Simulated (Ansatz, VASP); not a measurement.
Two plane-wave programs on AlFe

The input INCAR:

```
  PREC = Accurate
  ENCUT = 600
  EDIFF = 1E-6
  ISMEAR = 0
  SIGMA = 0.1
  LREAL = False
  LASPH = True
  NELM = 150
  ALGO = Normal
  ISIF = 3
  LWAVE = False
  LCHARG = False
  ISPIN = 2
  MAGMOM = 0 0.79
  LORBIT = 11
  LMAXMIX = 4
  GGA = PS
  IBRION = 2
  NSW = 100
  EDIFFG = -0.005
```

KPOINTS

```
Automatic mesh
0
Gamma
  14 14 14
```

File POSCAR:

```
AlFe
1.0
    2.8430767178      0.0000000000      0.0000000000
    0.0000000000      2.8430767178      0.0000000000
    0.0000000000      0.0000000000      2.8430767178
Al Fe
1 1
Direct
    0.0000000000      0.0000000000      0.0000000000
    0.5000000000      0.5000000000      0.5000000000
```

Input for Ansatz:

```yaml
crystal:
  lattice:
    - [2.8430767178, 0.0, 0.0]
    - [0.0, 2.8430767178, 0.0]
    - [0.0, 0.0, 2.8430767178]
  atoms:
    - { symbol: Al, position: [0.0, 0.0, 0.0] }
    - { symbol: Fe, position: [0.5, 0.5, 0.5], spin: 0.79 }
basis:
  ecutwfc: 520.0
kpoints:
  mp_grid: { grid: [14, 14, 14] }
hamiltonian:
  xc: pbesol
scf:
  occupations: { method: gaussian, width: 0.1 }
output:
  forces: true
  stress: true
  eigenvalues: true
  populations: true
magnetization:
  spin_polarized: true
relax:
  adjacent_minimum: "off"
  f_tol: 0.005
  max_steps: 80
  cell: { stress_tol: 0.05 }
```

Alike in both runs: task relaxation of cell and atoms; functional PBEsol; k mesh 14 × 14 × 14; occupations gaussian, width 0.1 eV; collinear spin.

```csv
,VASP,Ansatz
version,VASP 6.6.1,Ansatz 0.2.0
potentials or method,"VASP PAW PBE potentials, release 64 (Al, Fe)","scalar-relativistic, plane waves, PAW"
plane-wave cutoff (eV),600,520
valence electrons in the cell,11,19
```

```csv
,VASP,Ansatz,Ansatz less VASP
"gap on the k mesh at the Fermi level, each at its own relaxed structure (eV)",none,none,-
net moment per atom (μB),0.33,0.33,+0.001
size of the moment on the site where the two differ most (μB),0.69,0.68,-0.006
relaxed volume (Å³/atom),11.52,11.51,-0.010
relaxed cell length with the largest relative difference (Å),2.846,2.845,-0.0008
```

Site moments also hang on the region over which each program counts them. A gap of «none» marks a metal or a gap that the smearing closes. The two sets of potentials don't hold the same shells in valence.

Caveats: the PAW data sets were made with another functional, which shifts forces and pressure a little (VASP).
